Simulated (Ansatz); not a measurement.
A series in volume per atom on La

Results calculated with Ansatz 0.2.0, not measured. Periodic Kohn-Sham DFT of a crystal at fixed atoms; pressure and stress are positive in compression; the energy is the free energy less that of spherical unpolarised free atoms; site moments are those in the method's own spheres, positive along +z.

Cell of the first row (space group P6_3/mmc, No. 194):
```
CELL_PARAMETERS angstrom
3.67340 0.00000 0.00000
-1.83670 3.18130 0.00000
0.00000 0.00000 5.94610
ATOMIC_POSITIONS crystal
La 0.33333 0.66667 0.25000
La 0.66667 0.33333 0.75000
```

Settings of every row: method all-electron LAPW; functional LDA; relativity scalar; k mesh 11x11x6; filling fermi-dirac; smearing width 0.05 eV; basis error target 0.25 meV/atom; nucleus gaussian.

Atom start moment: 0 on all atoms.

Limits: no spin-orbit coupling on heavy atoms.

| row | volume per atom (Å³) | pressure (GPa) | energy less free atoms (eV/atom) |
| --- | --- | --- | --- |
| 1 | 34.744 | -1.603 | -5.5012 |
| 2 | 35.483 | -2.103 | -5.4927 |
| 3 | 36.222 | -2.565 | -5.4819 |
| 4 | 36.592 | -2.784 | -5.4757 |
| 5 | 36.962 | -2.995 | -5.4691 |
| 6 | 37.331 | -3.199 | -5.4619 |
| 7 | 37.701 | -3.396 | -5.4543 |
| 8 | 38.44 | ? | ? |
| 9 | 39.179 | -4.116 | -5.4196 |

Question: what pressure and energy less free atoms should row 8 give?

Worked fit of pressure. Take u = (V_r/V)^(2/3) − 1 with V_r = 36.777 Å³ an atom, which is twice the finite (Eulerian) strain; such expansions in the strain, on which the Birch-Murnaghan equation of state is built, carry the rest volume and the bulk modulus. The shown rows have u = 0.03864, 0.02417, 0.01019, 0.00337, -0.00334, -0.00992, -0.01641, -0.0413. Least squares give pressure = −2.8908 + 31.544 × u + 45.66 × u² GPa; a straight line predicts inner rows, each left out in turn, worse (root mean square 0.022 against 0.00082 GPa). The rows lie off it by 0.001, -0.001, 0.000, 0.000, 0.001, 0.000, 0.000, 0.000. The withheld row has u = -0.02905, so the fit gives −2.8908 + 31.544 × (-0.02905) + 45.66 × (-0.02905)² = -3.769 GPa.

The calculation gave -3.768 GPa. The fit lies 0.001 GPa (0.04 % of the column's range) below it, one unit of the last digit.

Worked fit of energy less free atoms. Take u = (V_r/V)^(2/3) − 1 with V_r = 36.777 Å³ an atom, which is twice the finite (Eulerian) strain; such expansions in the strain, on which the Birch-Murnaghan equation of state is built, carry the rest volume and the bulk modulus. The shown rows have u = 0.03864, 0.02417, 0.01019, 0.00337, -0.00334, -0.00992, -0.01641, -0.0413. Least squares give energy less free atoms = −5.47246 − 0.9957 × u + 6.689 × u² − 4.6 × u³ eV/atom; a parabola predicts inner rows, each left out in turn, worse (root mean square 7.9e-05 against 3.7e-05 eV/atom). All shown rows lie on it to the printed digit. The withheld row has u = -0.02905, so the fit gives −5.47246 − 0.9957 × (-0.02905) + 6.689 × (-0.02905)² − 4.6 × (-0.02905)³ = -5.4378 eV/atom.

The calculation gave -5.4378 eV/atom. The fit meets it to the printed digit.
